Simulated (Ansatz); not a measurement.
# A series in volume scale on SrTe

Periodic Kohn-Sham DFT of a crystal at fixed atoms, scaled to volume_scale times the given cell; pressure positive in compression, energy less spherical unpolarised free atoms, largest_vzz the field gradient of largest size among the nuclei. The results are calculated, by Ansatz 0.2.0.

The cell before it is scaled or strained (space group Fm-3m, No. 225):
```
CELL_PARAMETERS angstrom
0.00000 3.35920 3.35920
3.35920 0.00000 3.35920
3.35920 3.35920 0.00000
ATOMIC_POSITIONS crystal
Sr 0.00000 0.00000 0.00000
Te 0.50000 0.50000 0.50000
```

Settings of every row: method all-electron LAPW; functional PBE; relativity scalar; k mesh 11x11x11; filling fermi-dirac; smearing width 0.03 eV; basis error target 0.25 meV/atom; nucleus gaussian.

Atom start moment: 0 on all atoms.

Limits: no spin-orbit coupling on heavy atoms; the cell comes from a prototype or a list of computed structures and needn't be the stable phase.

```csv
row,volume scale,V (Å³/atom),energy less free atoms (eV/atom),pressure (GPa)
1,0.95,36.011,-4.1118,1.854
2,0.975,36.958,-4.1198,0.868
3,1,37.905,-4.1223,0.004
4,1.025,38.854,?,?
5,1.05,39.801,-4.1135,-1.422
```

Question: what energy less free atoms and pressure should row 4 give?

Worked fit of energy less free atoms. Take u = (V_r/V)^(2/3) − 1 with V_r = 37.431 Å³ an atom, which is twice the finite (Eulerian) strain; such expansions in the strain, on which the Birch-Murnaghan equation of state is built, carry the rest volume and the bulk modulus. The shown rows have u = 0.02612, 0.00851, -0.00835, -0.0401. Least squares give energy less free atoms = −4.12169 + 0.1485 × u + 8.795 × u² eV/atom; a straight line predicts inner rows, each left out in turn, worse (root mean square 0.006 against 3.1e-05 eV/atom). All shown rows lie on it to the printed digit. Its lowest point lies at u = -0.0084, or V = 37.91 Å³ an atom, and the curvature there gives the bulk modulus at fixed shape and fractions, B = (4/9)(1 + u)² E″(u)/V = 32.5 GPa. The withheld row has u = -0.02457, so the fit gives −4.12169 + 0.1485 × (-0.02457) + 8.795 × (-0.02457)² = -4.1200 eV/atom.

The calculation gave -4.12 eV/atom. The fit meets it to the printed digit.

Worked fit of pressure. Take u = (V_r/V)^(2/3) − 1 with V_r = 37.431 Å³ an atom, which is twice the finite (Eulerian) strain; such expansions in the strain, on which the Birch-Murnaghan equation of state is built, carry the rest volume and the bulk modulus. The shown rows have u = 0.02612, 0.00851, -0.00835, -0.0401. Least squares give pressure = 0.4226 + 51.321 × u + 132.81 × u² GPa; a straight line predicts inner rows, each left out in turn, worse (root mean square 0.091 against 0.0019 GPa). The rows lie off it by 0.000, -0.001, 0.001, 0.000. The pressure vanishes at u = -0.0084, or V = 37.91 Å³ an atom, and there the bulk modulus at fixed shape and fractions is B = −V dP/dV = (2/3)(1 + u) dP/du = 32.4 GPa. The withheld row has u = -0.02457, so the fit gives 0.4226 + 51.321 × (-0.02457) + 132.81 × (-0.02457)² = -0.758 GPa.

The calculation gave -0.756 GPa. The fit lies 0.002 GPa (0.061 % of the column's range) below it; its largest miss of a shown row is 0.001 GPa.
